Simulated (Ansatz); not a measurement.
We consider cubic perovskite BaSnO3, described by HSE06 (Ansatz, a first-principles code, plane waves, PAW).

Numerical settings: plane-wave cutoff 460 eV, 6×6×6 k mesh, Fermi–Dirac smearing 0.01 eV, scalar-relativistic PAW data made under PBE.

Pressure at four volumes; x = ln(V/13.953 Å³). One pressure is withheld.

```csv
V (Å³/atom),x,P (GPa)
13.255,-0.0513,9.96
13.953,0.0000,0.57
14.273,0.0227,-2.92
14.651,0.0488,?
```

Problem. Pass a parabola P(x) through the three rows shown, estimate the bulk modulus and its pressure derivative near zero pressure, and predict the withheld pressure.

Solution. Slopes between the rows: (0.57 − (9.96))/(0.0000 − (-0.0513)) = -183.04 and (-2.92 − (0.57))/(0.0227 − (0.0000)) = -153.74 GPa. Their difference over the span 0.0740 is c = 29.30/0.0740 = 395.9 GPa, so P(x) = 9.96 + (-183.04)(x − (-0.0513)) + 395.9 (x − (-0.0513))(x − (0.0000)). At the middle row B = −dP/dx = −[-183.04 + 395.9 × 0.0513] = 162.7 GPa, and B′ = dB/dP = 2c/B = 4.9. At x = 0.0488 the parabola gives -6.43 GPa; the run gives -6.49 GPa. The Birch–Murnaghan fit to the energies at all volumes has B0 = 160 GPa and B′ = 4.7.

Spin–orbit coupling is not included.
